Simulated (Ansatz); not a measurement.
## Phases of Lu at 100 GPa

Structure types of Lu are relaxed in primitive cells with their symmetry kept at 100 GPa, first on PAW files, then by LAPW. The enthalpy is E + pV at zero temperature, without zero-point motion. Only the types listed were tried, and differences under about 5 meV/atom are mesh noise. The real phase may be another.

All numbers are PBE results (scalar-relativistic) from Ansatz 0.2.0, with Fermi–Dirac smearing of 0.05 eV, no spin polarisation. Methods: LAPW: all electrons, basis error target 0.5 meV/atom; PAW: frozen-core files, cutoff 420 eV.

k meshes: fcc 17×17×17, bcc 18×18×18, hcp 16×16×9, simple hexagonal 17×17×15, beta tin 17×17×17, sc 15×15×15.

Spin–orbit coupling is left out, which matters for the heavy atoms.

Task: Which type is lowest in enthalpy, and by how much?

Result: fcc, 37 meV/atom below hcp. The whole table:

```json
{"start type": "fcc", "ends as": "fcc, Fm-3m", "a, b, c (Å)": "3.870, 3.870, 3.870", "V (Å³/atom)": "14.49", "H − H(lowest), LAPW (meV/atom)": "0.0", "same, PAW": "0.0"}
{"start type": "bcc", "ends as": "bcc, Im-3m", "a, b, c (Å)": "3.066, 3.066, 3.066", "V (Å³/atom)": "14.42", "H − H(lowest), LAPW (meV/atom)": "157.4", "same, PAW": "157.0"}
{"start type": "hcp", "ends as": "hcp, P6_3/mmc", "a, b, c (Å)": "2.717, 2.717, 4.549", "V (Å³/atom)": "14.54", "H − H(lowest), LAPW (meV/atom)": "37.4", "same, PAW": "37.4"}
{"start type": "simple hexagonal", "ends as": "simple hexagonal, P6/mmm", "a, b, c (Å)": "2.606, 2.606, 2.492", "V (Å³/atom)": "14.66", "H − H(lowest), LAPW (meV/atom)": "639.4", "same, PAW": "638.3"}
{"start type": "beta tin", "ends as": "beta tin, I4_1/amd", "a, b, c (Å)": "4.655, 4.655, 2.688", "V (Å³/atom)": "14.56", "H − H(lowest), LAPW (meV/atom)": "558.5", "same, PAW": "557.1"}
{"start type": "sc", "ends as": "sc, Pm-3m", "a, b, c (Å)": "2.450, 2.450, 2.450", "V (Å³/atom)": "14.71", "H − H(lowest), LAPW (meV/atom)": "1168.4", "same, PAW": "1165.6"}
```

Task: Split the lead of fcc over hcp into energy and pV.

Result: For hcp less fcc: ΔE = +8.3 meV/atom, and p·ΔV = 100 GPa × +0.0467 Å³ × 6.242 meV/(GPa·Å³) = +29.1 meV/atom, together 37.4 meV/atom. fcc wins on both counts.
